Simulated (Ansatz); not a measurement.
Crystal: Ti.

```xyz
2
Lattice="2.9500 0.0000 0.0000 -1.4750 2.5548 0.0000 0.0000 0.0000 4.6800" Properties=species:S:1:pos:R:3 pbc="T T T"
Ti    1.4750    0.8516    3.5100
Ti    0.0000    1.7032    1.1700
```

```yaml
Program: Ansatz 0.2.0
Task: relaxation of cell and atoms
Functional: PBE0
Potentials_or_basis: Ansatz PAW
Cutoff: "420 eV (not typed: the program's choice for these potentials)"
k_mesh: 5 × 5 × 3
Occupations: fermi-dirac, width 0.05 eV
Spin: no spin polarisation
```

At the start: volume 17.64 Å³/atom.

Task: Where does the relaxation end?

Result: It ends after 4 steps and the volume is 17.09 Å³/atom (-3.1 %); space group P6_3/mmc (No. 194, to 0.05 Å).

The path:
```
step  energy change (eV)  largest force (eV/Å)  volume (Å³)
   1              0.0000                0.0000        35.27
   2             -0.0155                0.0000        34.26
   3             -0.0156                0.0000        34.18
   4             -0.0154                0.0000        34.18
```

Final structure:
```
Ti
1.0
     2.92913    0.00000    0.00000
    -1.46457    2.53670    0.00000
     0.00000    0.00000    4.59995
Ti
2
Direct
  0.66667 0.33333 0.75000
  0.33333 0.66667 0.25000
```

Caveat: the k mesh is coarse (spacing up to 0.49 Å⁻¹), so the values aren't converged, least of all with exact exchange; the plane-wave basis is chosen anew once the cell has moved, so the energies of steps on either side of that aren't comparable; the PAW data sets come from PBE, with cores solved anew for the run's functional, which leaves a small shift of forces and pressure.
